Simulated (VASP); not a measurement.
A run of VASP 6.6.1:

File INCAR:

```
SYSTEM = Os
  ALGO = Normal
  EDIFF = 1E-7
  EDIFFG = -0.002
  ENCUT = 520
  IBRION = 2
  ISIF = 4
  ISMEAR = 0
  LASPH = .True.
  LCHARG = .False.
  LMIXTAU = .True.
  LREAL = .False.
  LWAVE = .False.
  METAGGA = R2SCAN
  NELM = 60
  NSW = 80
  PREC = Accurate
  SIGMA = 0.1
```

KPOINTS

```
k-points
0
Gamma
  18 18 10
  0 0 0
```

POSCAR

```
Os                                      
1.0
    2.6825564981      0.0000000000      0.0000000000
   -1.3412782491      2.3231620779      0.0000000000
    0.0000000000      0.0000000000      4.2371571088
  Os            
     2
Direct
     0.3333333300000021    0.6666666699999979    0.2500000000000000
     0.6666666699999979    0.3333333300000021    0.7500000000000000
```

Potentials or basis: VASP PAW PBE potentials, release 64 (Os).

Run with:

```sh
$ cat potpaw_PBE.64/Os/POTCAR > POTCAR
$ mpirun -np 1 vasp_std > vasp.out
```

Hardware: 1 thread of Intel(R) Xeon(R) 6975P-C (Granite Rapids), on a shared host.

Task: Estimate the wall time of this run.

Result: It took 4.6 min on 1 thread of Intel(R) Xeon(R) 6975P-C (Granite Rapids) (shared host), peak memory 0.19 GiB. Counts: scf iterations 44, k points 222, ion steps 3.
